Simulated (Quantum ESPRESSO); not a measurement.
The system is TePb.

```
Pb Te
1.0
     0.00000    3.23100    3.23100
     3.23100    0.00000    3.23100
     3.23100    3.23100    0.00000
Pb Te
1 1
Direct
  0.00000 0.00000 0.00000
  0.50000 0.50000 0.50000
```

* Program: Quantum ESPRESSO 7.5
* Task: phonons
* Functional: PBE
* Potentials or basis: GBRV 1.5 PBE
* Cutoff: 612 eV
* Density cutoff: 4898 eV
* k mesh: 6 × 6 × 6, shifted
* Occupations: fermi-dirac, width 0.05 eV
* Spin: no spin polarisation
* Target pressure: 5 GPa
* Mixing beta: 0.5
* Most SCF iterations: 120
* SCF threshold: 4e-10 Ry

The cell and the atoms were relaxed first at 5 GPa, to 31.86 Å³/atom (a = 4.483 Å, b = 4.483 Å, c = 4.483 Å, α = 60.00°, β = 60.00°, γ = 60.00°), and the response was taken there.

The first run showed a gap, so the response started from a second, tighter run with fixed occupations.

The run gives a transverse optical frequency of 67 cm⁻¹, an electronic dielectric constant of 32.99 and Born charges of ±5.95 e.

**Question.** What are the longitudinal frequency and the static dielectric constant?

**Answer.** The longitudinal mode lies at 123 cm⁻¹, 56 cm⁻¹ over the transverse one, and the static constant is 109.42. The two agree with the Lyddane-Sachs-Teller relation: (123/67)² = 3.37 and 109.42/32.99 = 3.32.

Caveat: the cell is more than 3 GPa from zero pressure, which shifts response properties.
